When barium titanate is squeezed or stretched evenly, at which volume does it stop pushing back? In the table, V/V(given) is the volume relative to the measured cell. A positive pressure means that the cell is compressed, a negative one that it is held stretched.

BaTiO3 (P4mm), measured cell (COD) scaled at fixed shape, calculated with Ansatz 0.2.0 in scalar-relativistic PBEsol without spin, with 7 × 7 × 7 k points and Fermi-Dirac smearing of 0.08 eV. LAPW has a basis error of 1 meV/atom, all-electron PAW uses datasets made for each cell, and PAW uses default frozen-core datasets at 420 eV. Pressure is positive in compression; largest Vzz is the field gradient of largest size among the nuclei.

```tsv
V/V(given)	volume (Å³/atom)	pressure, LAPW (GPa)	energy above the lowest row, LAPW (meV/atom)	largest Vzz, all-electron PAW (1e21 V/m^2)	largest Vzz, PAW (1e21 V/m^2)
0.9400	12.08	7.90	11.8	2.02	2.10
0.9600	12.34	3.63	2.7	2.19	2.28
0.9800	12.60	-0.19	0.0	2.36	2.45
0.9900	12.73	-1.94	0.8	2.45	2.54
1.0000	12.86	-3.60	3.1	2.53	2.62
1.0100	12.98	-5.17	6.6	2.61	2.70
1.0200	13.11	-6.65	11.3	2.69	2.78
1.0400	13.37	-9.38	24.2	2.85	2.94
1.0600	13.63	-11.81	41.3	3.00	3.09
```

The pressure changes sign just below the row 0.98, at about 0.979 of the given volume, and the lowest energy of the table is in that same row. A spring behaves alike: its energy is lowest where its force vanishes. At the measured volume the calculation still finds a tension of 3.60 GPa, so this model crystal would like to be about 2% smaller. That isn't yet a verdict on the density functional, because the atoms keep their relative places and the swelling by thermal motion is missing.

Can the energy and the pressure be checked against each other? Pressure is the energy gained per unit of volume given up, P = −dE/dV. Take the step from 0.98 to 0.99, where the mean pressure is −1.065 GPa and the volume grows by 1% of 12.86 Å³ per atom. Multiplying the tension by this volume, with 1 eV/Å³ equal to 160.2 GPa, gives a cost of 0.85 meV per atom.

The table has 0.8 meV per atom for this step, as it should. The program makes the same comparison in the other direction for every pair of neighbouring rows, with no adjustable constant, and its output follows this text. The two pressures agree within 0.10 GPa at every step. In the 1% steps, rounding the energies to 0.1 meV can by itself cause a gap of that size. The agreement shows that the LAPW energies and pressures are consistent with each other; it can't show that they match nature.

Is a difference of 0.8 meV worth believing when the stated basis error is 1 meV per atom? That error belongs to each total energy, and most of it is expected to be shared by two cells that differ by only 1% in volume. In the difference the shared part cancels. The frozen-core PAW calculation, which uses another basis, gives 0.84 meV for the same step. The order of the two rows can therefore be trusted, though the digit after the point is less secure.

Why does squeezing meet more resistance than stretching? Stiffness here means the change of pressure divided by the relative change of volume. It is about 203 GPa between the two smallest cells, so a squeeze of 1% there takes about 2 GPa. Between the two largest cells it is only 128 GPa.

The usual explanation is the repulsion between electron clouds that begin to overlap. It grows steeply as ions approach, while the attraction between opposite charges changes more slowly. Squeezing therefore brings in ever more of the steep force, and stretching leaves the softer one in charge. Two atoms joined by a bond show the same lopsided behaviour, and wherever these two kinds of force balance, stiffness should fall on expansion. The comparison ends there, since two atoms have a single distance, whereas this crystal also has a shape and inner positions.

Is the crystal at rest in the row 0.98, where the pressure almost vanishes? It isn't, because pressure is only the average of the stresses along the three axes. The two equal sideways stresses are −0.73 GPa each and the one along the long axis is +0.89 GPa, which partly cancel in the average. The cell would like to become narrower and longer. One oxygen also feels a force of 0.26 eV/Å along that axis.

What would change if the atoms and the shape were set free? The energy at each volume would fall, and the volume of zero pressure would move by an amount that these runs don't give. Near a stable resting state, such freedom can make a crystal softer but not stiffer, because the atoms can step aside instead of being pressed together. The stiffness found here is thus that of a crystal with locked shape and inner positions. It shouldn't be entered in a design sheet as the bulk modulus of the material.

Why does the largest field gradient, Vzz, grow when the atoms move apart? A field gradient measures how unevenly the electric field changes around a nucleus. In the two rows for which the gradients of the separate atoms are at hand, 0.96 and 1.00, the largest one belongs to a pair of equivalent oxygens. If the surrounding ions were fixed point charges, each contribution would fall as the inverse cube of its distance, and so as the inverse of the volume. From the smallest to the largest cell the all-electron PAW value would then sink from 2.02 to 1.79 × 10²¹ V/m², but the table shows a rise to 3.00.

The picture of fixed charges thus fails even in the direction of the trend. It wouldn't be saved by letting the oxygen's own electrons amplify the outer field by a constant factor, since the product would still fall. The shape of the electron cloud at the oxygen must itself respond to the distance. Electrons close to the nucleus count most in a field gradient, so a small imbalance between the oxygen 2p orbitals can outweigh the distant ions.

What alters that imbalance is a matter for a guess. Oxygen is expected to lend some 2p charge to titanium. This leaves fewer electrons along the bond and makes the gradient in that direction more positive, and the largest gradient is indeed positive in the two rows at hand. Its direction isn't given there. For the third oxygen, however, symmetry sets the axis along the line to titanium, and its gradient is positive too. Overlap with the closed inner shells of titanium may push charge back towards the oxygen nucleus along the same line and so oppose this effect. If that opposition fades faster than the lending as the bond lengthens, the gradient grows. The populations of the 2p orbitals, which could test this, aren't available.

Which digits of the gradient can be trusted? Frozen-core PAW gives values 0.08 to 0.09 × 10²¹ V/m² above those of all-electron PAW, or 3 to 4% of the latter. That is about as much as a change of 1% in volume. Yet the pressures of frozen-core PAW stay within 0.02 GPa of the LAPW ones. Good pressures are thus no proof of equally good field gradients.

The difference is understandable, because pressure depends mainly on the outer electrons that meet between the atoms, whereas the gradient looks close to the nucleus. The two PAW calculations differ in the treatment of the core, in the datasets and in the cutoff. The frozen-core datasets were also made with the PBE functional, although the crystal is calculated with PBEsol. The table can't assign the excess to one of these causes. As it hardly changes with volume, it drops out of the trend: the total rise is 0.98 in one column and 0.99 in the other. Gradients should therefore be compared within one column. Their absolute values are less certain than the printed digits suggest, also because the atoms are held in places where forces still act on them. Spin-orbit coupling, which both calculations leave out, is expected to matter little at a nucleus as light as oxygen.

Output of the analysis:

```
Steps from the row above to this row:
   row  mean pressure of the two rows in GPa  pressure from the energy step in GPa  stiffness at held shape in GPa
  0.96                                 5.765                                  5.67                           202.8
  0.98                                  1.72                                 1.682                           185.3
  0.99                                -1.065                                -0.997                           172.4
   1.0                                 -2.77                                -2.866                           165.2
  1.01                                -4.385                                -4.362                           157.8
  1.02                                 -5.91                                -5.857                           150.2
  1.04                                -8.015                                -8.038                           140.6
  1.06                                 -10.6                                -10.66                           127.6
Volume of zero pressure over given volume (linear interpolation): 0.979
Zero-pressure volume below the given volume in percent: 2.099
Largest gap between the two pressures of a step in GPa: 0.09633
Pressure error from 0.1 meV/atom over the shortest step in GPa: 0.1246
Energy step from 0.98 to 0.99 by the LAPW pressures in meV/atom: 0.8546
Same energy step by frozen-core PAW in meV/atom: 0.84
Fall of the stiffness from the first to the last step in percent: 37.1
Stress along z less stress along x at 0.98 in GPa: 1.618
Stress along x at 0.98 in GPa: -0.729
Stress along z at 0.98 in GPa: 0.8888
Force along z on the single oxygen at 0.98 in eV/angstrom: 0.2589
Rise of the all-electron PAW gradient from 0.94 to 1.06 in percent: 48.51
Change for fixed point charges over the same range in percent: -11.32
Gradient at 1.06 if fixed charges scaled the 0.94 value in 1e21 V/m^2: 1.791
Local power of volume in the gradient over the first step: 3.838
Local power of volume in the gradient over the last step: 2.693
Gradient of the paired oxygens over that of the single oxygen at 1.00: 1.733
Smallest excess of frozen-core over all-electron PAW gradient in 1e21 V/m^2: 0.08
Largest excess of frozen-core over all-electron PAW gradient in 1e21 V/m^2: 0.09
Smallest such excess in percent: 3
Largest such excess in percent: 4.11
Largest pressure gap of frozen-core PAW from LAPW in GPa: 0.01409
```
